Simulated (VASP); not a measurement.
# NaF (Villiaumite) (Fm-3m) in VASP: further runs

One crystal, NaF (Villiaumite), is run at these levels: PBE; tasks: relaxation of the atoms.

Program: VASP 6.6.1. These are calculated values, not measurements. Logs are shortened: lines on timing, memory, paths and dates and some standing lists are left out, and cuts for length are marked.

## (1) The undisturbed crystal

Symmetry: Fm-3m, No. 225, cubic system. Conventional cell: a = 4.640 Å, b = 4.640 Å, c = 4.640 Å, α = 90.00°, β = 90.00°, γ = 90.00°. Around Na (site symmetry m-3m) lie 6 F at 2.32 Å. F (site symmetry m-3m) is surrounded by 6 Na at 2.32 Å.

## (2) Relaxation of the atoms, PBE (a relaxed cell with its volume scaled by 1.02)

Input file INCAR:

```
ALGO = Fast
EDIFF = 1E-7
EDIFFG = -0.01
ENCUT = 300
GGA = PE
IBRION = 2
ISIF = 2
ISMEAR = 0
LASPH = True
LCHARG = False
LREAL = False
LWAVE = False
NELM = 80
NSW = 40
PREC = Accurate
SIGMA = 0.03
```

Input file KPOINTS:

```
k-points
0
Gamma
  5 5 5
```

Input file POSCAR:

```
NaF                                     
1.0
    0.0000000000      2.3313653789      2.3313653789
    2.3313653789      0.0000000000      2.3313653789
    2.3313653789      2.3313653789      0.0000000000
  Na              F             
     1     1
Direct
     0.0000000000000000    0.0000000000000000    0.0000000000000000
     0.5000000000000000    0.5000000000000000    0.5000000000000000
```

Potentials or basis: VASP PAW PBE potentials, release 64 (Na_pv, F_s).

Command:

```sh
cat potpaw_PBE.64/Na_pv/POTCAR potpaw_PBE.64/F_s/POTCAR > POTCAR
mpirun -np 1 vasp_std > vasp.out
```

OUTCAR:

```text
EDIFF = 1E-7
   EDIFFG = -0.01
   ENCUT = 300
   GGA = PE
   IBRION = 2
   ISIF = 2
   ISMEAR = 0
   LASPH = True
   LREAL = False
   NELM = 80
   NSW = 40
   PREC = Accurate

 ion  position               nearest neighbor table
   1  0.000  0.000  0.000-   2 2.33   2 2.33   2 2.33   2 2.33   2 2.33   2 2.33
   2  0.500  0.500  0.500-   1 2.33   1 2.33   1 2.33   1 2.33   1 2.33   1 2.33

  LATTYP: Found a face centered cubic cell.
 ALAT       =     4.6627307578

  Lattice vectors:

 A1 = (   0.0000000000,   2.3313653789,   2.3313653789)
 A2 = (   2.3313653789,   0.0000000000,   2.3313653789)
 A3 = (   2.3313653789,   2.3313653789,   0.0000000000)

Analysis of symmetry for initial positions (statically):
=====================================================================
 Subroutine PRICEL returns:
 Original cell was already a primitive cell.

 Routine SETGRP: Setting up the symmetry group for a
 face centered cubic supercell.

 Subroutine GETGRP returns: Found 48 space group operations
 (whereof 48 operations were pure point group operations)
 out of a pool of 48 trial point group operations.

The static configuration has the point symmetry O_h .

Analysis of symmetry for dynamics (positions and initial velocities):
=====================================================================
 Subroutine PRICEL returns:
 Original cell was already a primitive cell.

 Routine SETGRP: Setting up the symmetry group for a
 face centered cubic supercell.

 Subroutine GETGRP returns: Found 48 space group operations
 (whereof 48 operations were pure point group operations)
 out of a pool of 48 trial point group operations.

The dynamic configuration has the point symmetry O_h .

 Subroutine INISYM returns: Found 48 space group operations
 (whereof 48 operations are pure point group operations),
 and found     1 'primitive' translations

----------------------------------------------------------------------------------------

                                     Primitive cell

  volume of cell :      25.3432

  direct lattice vectors                    reciprocal lattice vectors
     0.000000000  2.331365379  2.331365379    -0.214466597  0.214466597  0.214466597
     2.331365379  0.000000000  2.331365379     0.214466597 -0.214466597  0.214466597
     2.331365379  2.331365379  0.000000000     0.214466597  0.214466597 -0.214466597

  length of vectors
     3.297048538  3.297048538  3.297048538     0.371467043  0.371467043  0.371467043

  position of ions in fractional coordinates (direct lattice)
     0.000000000  0.000000000  0.000000000
     0.500000000  0.500000000  0.500000000

  ion indices of the primitive-cell ions
   primitive index   ion index
                 1           1
                 2           2

----------------------------------------------------------------------------------------

 KPOINTS: k-points

Automatic generation of k-mesh.
 Grid dimensions read from file:
 generate k-points for:    5    5    5

 Generating k-lattice:

  Cartesian coordinates                     Fractional coordinates (reciprocal lattice)
    -0.042893319  0.042893319  0.042893319     0.200000000  0.000000000  0.000000000
     0.042893319 -0.042893319  0.042893319     0.000000000  0.200000000  0.000000000
     0.042893319  0.042893319 -0.042893319     0.000000000  0.000000000  0.200000000

  Length of vectors
     0.074293409  0.074293409  0.074293409

  Shift w.r.t. Gamma in fractional coordinates (k-lattice)
     0.000000000  0.000000000  0.000000000

 Subroutine IBZKPT returns following result:
 ===========================================

 Found     10 irreducible k-points:

 Following reciprocal coordinates:
            Coordinates               Weight
  0.000000  0.000000  0.000000      1.000000
  0.200000  0.000000  0.000000      8.000000
  0.400000  0.000000  0.000000      8.000000
  0.200000  0.200000  0.000000      6.000000
  0.400000  0.200000  0.000000     24.000000
 -0.400000  0.200000  0.000000     24.000000
 -0.200000  0.200000  0.000000     12.000000
  0.400000  0.400000  0.000000      6.000000
 -0.400000  0.400000  0.000000     12.000000
 -0.400000  0.400000  0.200000     24.000000
   k-points           NKPTS =     10   k-points in BZ     NKDIM =     10   number of bands    NBANDS=     11
   number of dos      NEDOS =    301   number of ions     NIONS =      2
   total plane-waves  NPLWV =   8000
   dimension x,y,z NGX =    20 NGY =   20 NGZ =   20
   dimension x,y,z NGXF=    40 NGYF=   40 NGZF=   40
   ions per type =               1   1
   NGX,Y,Z   is equivalent  to a cutoff of  10.08, 10.08, 10.08 a.u.
   NGXF,Y,Z  is equivalent  to a cutoff of  20.17, 20.17, 20.17 a.u.
 SYSTEM =  unknown system
   PREC   = accura    normal or accurate (medium, high low for compatibility)
   ISTART =      0    job   : 0-new  1-cont  2-samecut
   ICHARG =      2    charge: 1-file 2-atom 10-const
   ISPIN  =      1    spin polarized calculation?
   LNONCOLLINEAR =      F non collinear calculations
   LSORBIT =      F    spin-orbit coupling
   LASPH  =      T    aspherical Exc in radial PAW
   ENCUT  =  300.0 eV  22.05 Ry    4.70 a.u.   4.66  4.66  4.66*2*pi/ulx,y,z
   NELM   =     80;   NELMIN=  2; NELMDL= -5     # of ELM steps
   EDIFF  = 0.1E-06   stopping-criterion for ELM
   LREAL  =      F    real-space projection
   EDIFFG = -.1E-01   stopping-criterion for IOM
   NSW    =     40    number of steps for IOM
   IBRION =      2    ionic relax: 0-MD 1-quasi-New 2-CG
   NFREE  =      1    steps in history (QN), initial steepest desc. (CG)
   ISIF   =      2    stress and relaxation
   ISYM   =      2    0-nonsym 1-usesym 2-fastsym
   POTIM  = 0.5000    time-step for ionic-motion
   TEBEG  =    0.0;   TEEND  =   0.0 temperature during run
   PSTRESS=    0.0 pullay stress
   NELECT =      14.0000    total number of electrons
   NUPDOWN=      -1.0000    fix difference up-down
   EMIN   =  10.00;   EMAX   =-10.00  energy-range for DOS
   EFERMI =   0.00;   METHOD = LEGACY
   ISMEAR =     0;   SIGMA  =   0.03  broadening in eV -4-tet -1-fermi 0-gaus
   EFERMI_NEDOS =   21; number of points for ismear=-14 and -15
   IALGO  =     68    algorithm
   IMIX   =      4    mixing-type and parameters
     AMIX     =   0.40;   BMIX     =  1.00
     AMIX_MAG =   1.60;   BMIX_MAG =  1.00
  volume/ion in A,a.u.               =      12.67        85.51
  Fermi-wavevector in a.u.,A,eV,Ry     =   1.343272  2.538415 24.550061  1.804379
  Thomas-Fermi vector in A             =   2.471359
   LORBIT       =      0    0 simple, 1 ext, 2 COOP (PROOUT), +10 PAW based schemes
   GGA     = PE    functional components
   LHFCALC =     F    Hartree Fock is set to
   AEXX    =    0.0000 exact exchange contribution
   IVDW    =     0    specifies the selected vdW correction
   LEPSILON=     F    determine dielectric tensor
   LRPA    =     F    only Hartree local field effects (RPA)
 conjugate gradient relaxation of ions
 non-spin polarized calculation
 RMM-DIIS sequential band-by-band and
 Gauss-broadening in eV      SIGMA  =   0.03
  energy-cutoff  :      300.00
  volume of cell :       25.34
 maximum number of plane-waves:       308
   NGX =  9   NGY =  9   NGZ =  9

 number of electron      13.9999984 magnetization

 Free energy of the ion-electron system (eV)
  ---------------------------------------------------
  ext. energy  EPLUGINS =         0.00000000
  ---------------------------------------------------
  free energy    TOTEN  =        -8.56747483 eV

  energy without entropy =       -8.56747483  energy(sigma->0) =       -8.56747483

 E-fermi :  -1.8240     XC(G=0):  -9.0650

 val. band max:       -1.9940778564   @ k =   0.0000   0.0000   0.0000
 cond. band min:       4.2167857167   @ k =   0.0000   0.0000   0.0000
 fundamental gap:      6.2108635731
 Fermi energy:        -1.8240229932

 k-point     1 :       0.0000    0.0000    0.0000
  band No.  band energies     occupation
      1     -21.1242      2.00000
      2     -20.9820      2.00000
      3     -20.9820      2.00000
      4     -20.9820      2.00000
      5      -1.9941      2.00000
      6      -1.9941      2.00000
      7      -1.9941      2.00000
      8       4.2168      0.00000
      9      16.8805      0.00000
     10      16.8805      0.00000
     11      16.8806      0.00000

 k-point     2 :       0.2000    0.0000    0.0000
  band No.  band energies     occupation
      1     -21.4931      2.00000
      2     -20.9861      2.00000
      3     -20.9861      2.00000
      4     -20.5687      2.00000
      5      -2.6277      2.00000
      6      -2.0805      2.00000
      7      -2.0805      2.00000
      8       5.4808      0.00000
      9      13.8453      0.00000
     10      17.4069      0.00000
     11      17.4069      0.00000

 k-point     3 :       0.4000    0.0000    0.0000
  band No.  band energies     occupation
      1     -21.7371      2.00000
      2     -20.9926      2.00000
      3     -20.9926      2.00000
      4     -20.2452      2.00000
      5      -3.4212      2.00000
      6      -2.2152      2.00000
      7      -2.2152      2.00000
      8       7.9263      0.00000
      9      11.0646      0.00000
     10      17.9393      0.00000
     11      17.9408      0.00000

 k-point     4 :       0.2000    0.2000    0.0000
  band No.  band energies     occupation
      1     -21.4558      2.00000
      2     -20.9991      2.00000
      3     -20.9991      2.00000
      4     -20.5828      2.00000
      5      -2.6711      2.00000
      6      -2.1411      2.00000
      7      -2.1411      2.00000
      8       5.8638      0.00000
      9      13.6788      0.00000
     10      17.1316      0.00000
     11      17.1316      0.00000

 k-point     5 :       0.4000    0.2000    0.0000
  band No.  band energies     occupation
      1     -21.5684      2.00000
      2     -21.0135      2.00000
      3     -21.0085      2.00000
      4     -20.4163      2.00000
      5      -3.1536      2.00000
      6      -2.3557      2.00000
      7      -2.2629      2.00000
      8       7.9265      0.00000
      9      11.8178      0.00000
     10      15.8396      0.00000
     11      17.4787      0.00000

 k-point     6 :      -0.4000    0.2000    0.0000
  band No.  band energies     occupation
      1     -21.6417      2.00000
      2     -21.0345      2.00000
      3     -21.0014      2.00000
      4     -20.3089      2.00000
      5      -3.2936      2.00000
      6      -2.5444      2.00000
      7      -2.2809      2.00000
      8       9.3819      0.00000
      9      10.7181      0.00000
     10      14.9958      0.00000
     11      17.9298      0.00000

 k-point     7 :      -0.2000    0.2000    0.0000
  band No.  band energies     occupation
      1     -21.6080      2.00000
      2     -21.0199      2.00000
      3     -20.9876      2.00000
      4     -20.3874      2.00000
      5      -3.0329      2.00000
      6      -2.3523      2.00000
      7      -2.1688      2.00000
      8       7.1041      0.00000
      9      12.4379      0.00000
     10      15.8604      0.00000
     11      18.9088      0.00000

 k-point     8 :       0.4000    0.4000    0.0000
  band No.  band energies     occupation
      1     -21.2858      2.00000
      2     -21.0271      2.00000
      3     -21.0271      2.00000
      4     -20.7089      2.00000
      5      -3.1964      2.00000
      6      -2.3552      2.00000
      7      -2.3552      2.00000
      8       9.2534      0.00000
      9      11.5397      0.00000
     10      13.3702      0.00000
     11      17.4879      0.00000

 k-point     9 :      -0.4000    0.4000    0.0000
  band No.  band energies     occupation
      1     -21.3370      2.00000
      2     -21.0981      2.00000
      3     -21.0227      2.00000
      4     -20.5780      2.00000
      5      -3.0970      2.00000
      6      -2.6798      2.00000
      7      -2.3664      2.00000
      8      11.0052      0.00000
      9      11.0716      0.00000
     10      12.1673      0.00000
     11      17.0741      0.00000

 k-point    10 :      -0.4000    0.4000    0.2000
  band No.  band energies     occupation
      1     -21.4708      2.00000
      2     -21.0540      2.00000
      3     -21.0404      2.00000
      4     -20.4532      2.00000
      5      -3.0673      2.00000
      6      -2.6618      2.00000
      7      -2.4253      2.00000
      8       9.9420      0.00000
      9      11.3099      0.00000
     10      13.7785      0.00000
     11      15.6101      0.00000

------------------------ aborting loop because EDIFF is reached ----------------------------------------

  FORCE on cell =-STRESS in cart. coord.  units (eV):
  Direction    XX          YY          ZZ          XY          YZ          ZX
  --------------------------------------------------------------------------------------
  -------------------------------------------------------------------------------------
  Total       -0.1600304     -0.1600304     -0.1600304      0.0000000      0.0000000      0.0000000
  in kB      -10.1170061    -10.1170061    -10.1170061      0.0000000      0.0000000      0.0000000
  external PRESSURE =     -10.1170061 kB  Pullay stress =       0.0000000 kB

 VOLUME and BASIS-vectors are now :
 -----------------------------------------------------------------------------
  energy-cutoff  :      300.00
  volume of cell :       25.34
      direct lattice vectors                 reciprocal lattice vectors
     0.000000000  2.331365379  2.331365379    -0.214466597  0.214466597  0.214466597
     2.331365379  0.000000000  2.331365379     0.214466597 -0.214466597  0.214466597
     2.331365379  2.331365379  0.000000000     0.214466597  0.214466597 -0.214466597

 POSITION                                       TOTAL-FORCE (eV/Angst)
 -----------------------------------------------------------------------------------
      0.00000      0.00000      0.00000        -0.000000      0.000000     -0.000000
      2.33137      2.33137      2.33137         0.000000     -0.000000      0.000000
 -----------------------------------------------------------------------------------
    total drift:                                0.000000     -0.000000      0.000000

  FREE ENERGIE OF THE ION-ELECTRON SYSTEM (eV)
  ---------------------------------------------------
  free  energy   TOTEN  =        -8.5674748336 eV

  energy  without entropy=       -8.5674748336  energy(sigma->0) =       -8.56747483

 reached required accuracy - stopping structural energy minimisation
```

It took 2.5 s on 1 thread of Intel Xeon Platinum 8375C at 2.90GHz (Ice Lake), shared host; peak memory 0.12 GiB.

Results:

```yaml
Free_energy: -8.5675 eV
Band_gap_on_the_k_mesh: 6.21 eV, direct
```

Final structure:
```xyz
2
Lattice="0.0000 2.3314 2.3314 2.3314 0.0000 2.3314 2.3314 2.3314 0.0000" Properties=species:S:1:pos:R:3 pbc="T T T"
Na    0.0000    0.0000    0.0000
F     2.3314    2.3314    2.3314
```

Levels at points of the mesh, in eV from the valence-band top:
| k point | band 5 | band 6 | band 7 | band 8 | band 9 | band 10 |
| --- | --- | --- | --- | --- | --- | --- |
| (0.00, 0.00, 0.00) | 0.00 | 0.00 | 0.00 | 6.21 | 18.87 | 18.87 |

Caveat: the k mesh is coarse (spacing up to 0.47 Å⁻¹), so the values aren't converged; the cutoff is under 1.25 times the usual one of these potentials, so pressure, stress and relaxed cells hold a basis-set (Pulay) error; the relaxation stopped at its first step, so nothing moved.

## (3) Relaxation of the atoms, PBE (a relaxed cell with its volume scaled by 1.04)

INCAR is that of step 2.

KPOINTS is that of step 2.

Input file POSCAR:

```
NaF                                     
1.0
    0.0000000000      2.3465045393      2.3465045393
    2.3465045393      0.0000000000      2.3465045393
    2.3465045393      2.3465045393      0.0000000000
  Na              F             
     1     1
Direct
     0.0000000000000000    0.0000000000000000    0.0000000000000000
     0.5000000000000000    0.5000000000000000    0.5000000000000000
```

Potentials or basis: VASP PAW PBE potentials, release 64 (Na_pv, F_s).

Command:

```sh
cat potpaw_PBE.64/Na_pv/POTCAR potpaw_PBE.64/F_s/POTCAR > POTCAR
mpirun -np 1 vasp_std > vasp.out
```

Wall time 2.4 s (1 thread of Intel Xeon Platinum 8375C at 2.90GHz (Ice Lake), shared host); peak memory 0.11 GiB.

Results (log left out):

```yaml
Free_energy: -8.5698 eV
Band_gap_on_the_k_mesh: 6.11 eV, direct
```

Final structure:
```
Na F
1.0
     0.00000    2.34650    2.34650
     2.34650    0.00000    2.34650
     2.34650    2.34650    0.00000
Na F
1 1
Direct
  0.00000 0.00000 0.00000
  0.50000 0.50000 0.50000
```

Levels at points of the mesh, in eV from the valence-band top:
```tsv
k point	band 4	band 5	band 6	band 7	band 8	band 9	band 10	band 11
(0.00, 0.00, 0.00)	-19.05	0.00	0.00	0.00	6.11	18.73	18.73	18.73
```

Caveat: the k mesh is coarse (spacing up to 0.46 Å⁻¹), so the values aren't converged; the cutoff is under 1.25 times the usual one of these potentials, so pressure, stress and relaxed cells hold a basis-set (Pulay) error; the relaxation stopped at its first step, so nothing moved.
